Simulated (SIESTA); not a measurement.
Si2Mo:

```
Mo Si
1.0
     4.58547    0.00000    0.00000
    -2.29274    3.97113    0.00000
     0.00000    0.00000    6.57976
Mo Si
3 6
Direct
  0.50000 0.50000 0.83333
  0.00000 0.50000 0.16667
  0.50000 0.00000 0.50000
  0.16387 0.32775 0.50000
  0.67225 0.83613 0.16667
  0.83613 0.16387 0.83333
  0.83613 0.67225 0.50000
  0.32775 0.16387 0.16667
  0.16387 0.83613 0.83333
```

Measurements of this composition are mostly on another form, of space group No. 139.

Base run:

* Program: SIESTA 5.4.2
* Functional: PBEsol
* Potentials or basis: PseudoDojo 0.4 standard (PBEsol files)
* Basis: DZP (energy shift 0.003 Ry; two zetas on semicore shells)
* Grid cutoff: 800 Ry
* Energy shift: 0.003 Ry
* k mesh: 7 × 7 × 4
* Occupations: fermi-dirac, width 0.05 eV
* Spin: no spin polarisation

Its results: band gap on the k mesh 0.30 eV, indirect (least direct gap 0.66 eV); pressure 0.0 GPa; largest force 0.023 eV/Å.

Question: The run is repeated on the same cell with these changes: functional from PBEsol to LDA; potentials or basis from PseudoDojo 0.4 standard (PBEsol files) to PseudoDojo 0.4 standard (LDA files). What comes out?

Answer: Band gap on the k mesh 0.29 eV, indirect (least direct gap 0.64 eV); pressure -3.7 GPa; largest force 0.036 eV/Å.

Caveats: the mesh misses the band edges, which the band path finds closer together; the basis of atomic orbitals isn't converged, which shifts pressures, moduli and gaps.
